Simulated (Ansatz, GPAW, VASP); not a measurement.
# One calculation of Ba, 3 ways

```
Ba
1.0
    -2.50650    2.50650    2.50650
     2.50650   -2.50650    2.50650
     2.50650    2.50650   -2.50650
Ba
1
Direct
  0.00000 0.00000 0.00000
```

Alike in all runs: task single point; functional RPBE; k mesh 8 × 8 × 8; occupations gaussian, width 0.1 eV; no spin polarisation; no spin-orbit coupling. Pressure is positive in compression and, in plane waves, holds the error of the finite cutoff.

| program and potentials | plane-wave cutoff (eV) | notes | band gap (eV) | pressure (GPa) |
| --- | --- | --- | --- | --- |
| GPAW, the program's PAW data sets (release 1.2.1) made for this functional | 600 | - | no gap | 0.73 |
| Ansatz, all-electron LAPW, scalar-relativistic | - | - | no gap | 0.68 |
| VASP, PBE PAW files Ba_sv, 520 eV | 520 | potentials made for PBE | no gap | 0.73 |

None finds a gap. The pressure spans 0.68 (Ansatz, all-electron LAPW, scalar-relativistic) to 0.73 GPa (VASP, PBE PAW files Ba_sv, 520 eV), with all-electron results at 0.68.

Differences between rows come from potentials, basis sets and numerical settings, since the functional is the same but for its coding. Runs on potential files found faulty are left out.
